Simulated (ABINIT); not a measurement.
A run of ABINIT 10.8.3 (patched build) is set up as follows.

run.abi

```
# Pseudopotentials
pp_dirpath "./"
pseudos "Ni.upf, O.upf"

# Structure
acell 2.949910391 2.949910391 2.949910391 Angstrom
rprim
     0.0000000000     0.7071067812     0.7071067812
     0.7071067812     0.0000000000     0.7071067812
     0.7071067812     0.7071067812     0.0000000000
ntypat 2
znucl 28 8
natom 2
typat 1 2
xred
     0.0000000000     0.0000000000     0.0000000000
     0.5000000000     0.5000000000     0.5000000000

# Plane-wave basis
ecut 48.0

# k points
kptopt 1
ngkpt 8 8 8
nshiftk 1
shiftk 0.0 0.0 0.0

# Exchange and correlation
ixc -116133

# Bands and occupations
nband 17
occopt 3
tsmear 0.00183747

# Spin
nsppol 2
spinat
     0.0000000000     0.0000000000     1.0000000000
     0.0000000000     0.0000000000     0.0000000000

# SCF cycle
nstep 100
tolvrs 1.0e-10

# Output
iomode 3
prtwf 0
prtden 0
prteig 0
prtebands 0
enunit 2
```

Potentials or basis: PseudoDojo NC SR PBEsol v0.4 stringent.

Launch:

```console
$ abinit run.abi > log 2>&1
```

(1) Estimate the net moment.

(2) Predict the site moments.

(3) What does it give for the band gap on the k mesh?

(4) Estimate the pressure.

## Answers

(1) 1.69 μB per cell.

(2) Ni +1.39; O +0.29 μB.

(3) none (metal or under the smearing width).

(4) -6.5 GPa.

Caveat: small starting moments can end in a higher magnetic state in this program; a cell with one magnetic atom can't hold antiferromagnetic order, which such compounds often take; semilocal functionals often make such compounds metallic where correlation or magnetic order opens a gap, which also shifts bond lengths.

**Experimental background.**

From “Local correlations, non-local screening, multiplets, and band formation in NiO”, 2012, arxiv:1210.6675, for a bulk crystal of NiO: band gap 4.3 eV.

Against the measured gap of NiO, 4.3 eV (quoted in “Local correlations, non-local screening, multiplets, and band formation in NiO”, 2012, arxiv:1210.6675), the calculated 0.00 eV is off by -4.30 eV. So large a miss can be the level of theory's own, or it may mean another phase, state or a wrong row. The value is that of PBEsol on a finite k mesh, which can miss the band edges, without temperature or zero-point motion. Semilocal functionals fall short of measured gaps as a rule. The run's magnetic order (collinear spin, ferromagnetic start) needn't be the measured crystal's.
